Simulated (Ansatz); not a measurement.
Here is an Ansatz 0.2.0 calculation.

File input.yaml:

```yaml
crystal:
  lattice:
    - [3.1754955, 0.0, 0.0]
    - [0.0, 3.1754955, 0.0]
    - [0.0, 0.0, 4.64953187]
  atoms:
    - { symbol: Cu, position: [0.0, 0.0, 0.0] }
    - { symbol: Cu, position: [0.5, 0.5, 0.0] }
    - { symbol: O, position: [0.5, 0.0, 0.267] }
    - { symbol: O, position: [0.0, 0.5, 0.733] }
hamiltonian:
  xc: lda
  pseudopotentials: { kind: paw }
kpoints:
  mp_grid: { grid: [8, 8, 6] }
scf:
  occupations: { method: fermi_dirac, width: 0.05 }
output:
  forces: true
  stress: true
  eigenvalues: true
relax:
  f_tol: 0.01
  max_steps: 40
  cell: { stress_tol: 0.05 }
```

Potentials or basis: Ansatz PAW.

Launch:

```bash
$ ansatz run input.yaml --threads 2 --pin off --max-ram 5632MiB --backend cpu --events-out ev --progress --plain --runs-dir out
```

Task: Estimate the relaxed volume.

Result: 11.07 Å³/atom.

Task: Predict the relaxed cell.

Result: a = 3.796 Å, b = 3.796 Å, c = 3.072 Å, α = 90.00°, β = 90.00°, γ = 90.00°.

Task: Predict the band gap on the k mesh.

Result: None (metal or under the smearing width).

Step by step:
| step | energy change (eV) | largest force (eV/Å) | volume (Å³) |
| --- | --- | --- | --- |
| 1 | 0.0000 | 1.7020 | 46.88 |
| 2 | -0.5244 | 1.3845 | 47.20 |
| 3 | -1.0152 | 0.8221 | 47.38 |
| 4 | -1.3792 | 0.6611 | 48.55 |
| 5 | -1.5506 | 0.4293 | 47.04 |
| 6 | -1.7114 | 0.4793 | 45.28 |
| 7 | -1.9369 | 0.7087 | 43.50 |
| 8 | -2.1307 | 0.8254 | 41.75 |
| 9 | -2.3157 | 0.5103 | 39.73 |
| 10 | -2.4123 | 0.2424 | 42.08 |
| 11 | -2.4324 | 0.0019 | 43.17 |
| 12 | -2.4396 | 0.0003 | 43.57 |
| 13 | -2.4396 | 0.0021 | 43.59 |
| 14 | -2.7391 | 0.0102 | 43.59 |
| 15 | -2.7946 | 0.0175 | 43.98 |
| 16 | -2.7950 | 0.0060 | 44.69 |
| 17 | -2.7984 | 0.0025 | 44.20 |
| 18 | -2.7977 | 0.0005 | 44.33 |
| 19 | -2.8022 | 0.0005 | 44.33 |
| 20 | -2.8027 | 0.0003 | 44.26 |
| 21 | -2.8024 | 0.0003 | 44.26 |

Caveat: the plane-wave basis is chosen anew once the cell has moved, so the energies of steps on either side of that aren't comparable; the pressure holds a Pulay correction of +0.8 GPa for the finite cutoff; the run has no spin polarisation, though such a crystal can be magnetic; semilocal functionals often make such compounds metallic where correlation or magnetic order opens a gap, which also shifts bond lengths; the PAW data sets come from PBE, with cores solved anew for the run's functional, which leaves a small shift of forces and pressure. With open d or f shells a metallic result of LDA can be an artefact of self-interaction; +U or a hybrid may open a gap.
